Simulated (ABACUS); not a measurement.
Pt:

```
Pt
1.0
    -1.58422    1.58422    1.58422
     1.58422   -1.58422    1.58422
     1.58422    1.58422   -1.58422
Pt
1
Direct
  0.00000 0.00000 0.00000
```

This isn't the form of Pt at room conditions, which is fcc.

```yaml
Program: ABACUS 3.10.1
Task: single point
Functional: PBE
Potentials_or_basis: PseudoDojo NC SR 0.4.1 PBE standard
Cutoff: 1143 eV
Density_cutoff: 4572 eV
Basis: plane waves
k_mesh: 12 × 12 × 12
Occupations: fermi-dirac, width 0.05 eV
Spin: no spin polarisation
```

On this cell: pressure -1.7 GPa; band gap on the k mesh none (metal or under the smearing width).

The same run follows on a disturbed copy (cell strained at random at fixed volume):

```
Pt
1.0
    -1.51792    1.61257    1.57266
     1.58438   -1.59122    1.61776
     1.52358    1.59687   -1.55131
Pt
1
Direct
  0.98769 0.99114 0.98751
```

**Question.** What does the disturbed cell give?

**Answer.** The energy (extrapolated to zero smearing) moves by +12.3 meV/atom; pressure -1.3 GPa; band gap on the k mesh none (metal or under the smearing width).

Stress tensor (GPa, compression positive):
```
-2.83 -0.15 -5.95
-0.15 -0.07 -2.03
-5.95 -2.03 -0.92
```
